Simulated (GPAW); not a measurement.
The system is Ti2O.

```
Ti O
1.0
     2.91940    0.00000    0.00000
    -1.45970    2.52827    0.00000
     0.00000    0.00000    4.71300
Ti O
2 1
Direct
  0.33333 0.66667 0.72126
  0.66667 0.33333 0.27874
  0.00000 0.00000 0.00000
```

* Program: GPAW 26.7.0
* Task: relaxation of cell and atoms
* Functional: PBEsol
* Dispersion: D3(BJ)
* Potentials or basis: PAW data sets generated in the run's folder for this functional
* Cutoff: 800 eV
* Basis: pw
* k mesh: 8 × 8 × 4
* Occupations: fermi-dirac, width 0.05 eV
* Spin: no spin polarisation

At the start: pressure -1.3 GPa; volume 11.60 Å³/atom.

Where does the relaxation end?

Over 7 steps the energy falls by 27.6 meV/atom and the volume is 11.58 Å³/atom (-0.1 %); space group P-3m1 (No. 164, to 0.05 Å).

The path:
| step | energy change (eV) | largest force (eV/Å) | pressure (GPa) | volume (Å³) |
| --- | --- | --- | --- | --- |
| 1 | 0.0000 | 1.2837 | -1.33 | 34.79 |
| 2 | -0.0410 | 0.8911 | -1.02 | 34.74 |
| 3 | -0.0795 | 0.0307 | 0.37 | 34.62 |
| 4 | -0.0800 | 0.0142 | 0.33 | 34.63 |
| 5 | -0.0826 | 0.0343 | -0.20 | 34.74 |
| 6 | -0.0828 | 0.0137 | -0.27 | 34.75 |
| 7 | -0.0828 | 0.0008 | -0.23 | 34.74 |

Final structure:
```yaml
crystal:
  lattice:
    - [2.92599, 0.00000, 0.00000]
    - [-1.46299, 2.53398, 0.00000]
    - [0.00000, 0.00000, 4.68556]
  atoms:
    - { symbol: Ti, position: [0.33333, 0.66667, 0.73524] }
    - { symbol: Ti, position: [0.66667, 0.33333, 0.26476] }
    - { symbol: O, position: [0.00000, 0.00000, 0.00000] }
```

Caveat: later steps reuse the first step's grids; pairwise dispersion overbinds metals, which lowers pressure and volume.
